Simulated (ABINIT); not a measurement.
B:

```
CELL_PARAMETERS angstrom
2.34611 0.00000 0.00000
0.00000 2.34611 0.00000
0.00000 0.00000 1.58579
ATOMIC_POSITIONS crystal
B 0.50000 0.50000 0.50000
```

The cell was built by a generator and needn't be a form met in nature.

Base run:

| Property | Result |
| --- | --- |
| Program | ABINIT 10.8.3 (patched build) |
| Functional | RPBE |
| Potentials or basis | JTH PAW PBE v2.0 |
| Cutoff | 490 eV |
| k mesh | 11 × 11 × 16 |
| Occupations | fermi-dirac, width 0.05 eV |
| Spin | no spin polarisation |

Its results: band gap on the k mesh none (metal or under the smearing width); pressure 2.4 GPa.

Problem. The run is repeated on the same cell with these changes: functional from RPBE to AM05. What comes out?

Solution. Band gap on the k mesh none (metal or under the smearing width); pressure -2.9 GPa.

AM05 binds more tightly than RPBE, so the same cell stands under less pressure.

Caveats: the PAW data sets were made with another functional, which shifts forces and pressure a little.

Not every run made on this cell is shown here.
